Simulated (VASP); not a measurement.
A run of VASP 6.6.1 is set up as follows.

Contents of INCAR:

```
SYSTEM = InSb
ALGO = Normal
EDIFF = 1E-7
EDIFFG = -0.005
ENCUT = 600
GGA = RP
IBRION = 2
ISIF = 3
ISMEAR = 0
LASPH = .TRUE.
LCHARG = .FALSE.
LREAL = .FALSE.
LWAVE = .FALSE.
NELM = 80
NSW = 90
PREC = Accurate
SIGMA = 0.1
```

Contents of KPOINTS:

```
k-points
0
G
  14 14 14
  0 0 0
```

The input POSCAR:

```
InSb
1.0
   -2.9447400000      2.9447400000      1.6363770000
    2.9447400000     -2.9447400000      1.6363770000
    2.9447400000      2.9447400000     -1.6363770000
In Sb
1 1
Direct
    0.7500000000      0.2500000000      0.5000000000
    0.0000000000      0.0000000000      0.0000000000
```

Potentials or basis: VASP PAW PBE potentials, release 64 (In_d, Sb).

The run is started by

```bash
$ cat potpaw_PBE.64/In_d/POTCAR potpaw_PBE.64/Sb/POTCAR > POTCAR
$ mpirun -np 1 vasp_std > vasp.out
```

Question: Estimate the relaxed volume.

Answer: 29.27 Å³/atom.

Question: Predict the band gap on the k mesh.

Answer: None (metal or under the smearing width).

Question: Estimate the space group after relaxing (to 0.05 Å).

Answer: I-4m2 (No. 119).

Question: What does it give for the relaxed cell?

Answer: a = 4.533 Å, b = 4.533 Å, c = 4.533 Å, α = 97.51°, β = 97.51°, γ = 137.63°.

Final structure:
```
CELL_PARAMETERS angstrom
-2.98861 2.98861 1.63829
2.98861 -2.98861 1.63829
2.98861 2.98861 -1.63829
ATOMIC_POSITIONS crystal
In 0.75000 0.25000 0.50000
Sb 0.00000 0.00000 0.00000
```

Caveat: the PAW data sets were made with another functional, which shifts forces and pressure a little. Spin-orbit coupling is left out, which matters for the levels of Sb.
